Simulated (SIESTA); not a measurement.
SrO: equation of state with PBEsol

SrO:

```
Sr O
1.0
     0.00000    2.56630    2.56630
     2.56630    0.00000    2.56630
     2.56630    2.56630    0.00000
Sr O
1 1
Direct
  0.50000 0.50000 0.50000
  0.00000 0.00000 0.00000
```

| Property | Result |
| --- | --- |
| Program | SIESTA 5.4.2 |
| Task | equation of state |
| Functional | PBEsol |
| Potentials or basis | PseudoDojo 0.4 standard (PBEsol files) |
| Basis | DZP (energy shift 0.003 Ry; two zetas on semicore shells; d shell added on Sr) |
| Grid cutoff | 800 Ry |
| Energy shift | 0.003 Ry |
| k mesh | 9 × 9 × 9 |
| Occupations | fermi-dirac, width 0.05 eV |
| Spin | no spin polarisation |

```
Equilibrium volume                      : 16.90 Å³/atom
Bulk modulus                            : 100 GPa
Pressure derivative of the bulk modulus : 4.2
```

Energy against volume, from the lowest point:
```
volume (Å³/atom)  energy (meV/atom)
          15.887              21.22
          16.225               9.09
          16.563               2.22
          16.901               0.00
          17.239               1.95
          17.577               7.81
          17.915              17.05
```

All runs of the series together: 4.2 min on 1 thread of Arm Neoverse V2 (shared host).

Caveat: the basis of atomic orbitals isn't converged, which shifts pressures, moduli and gaps.
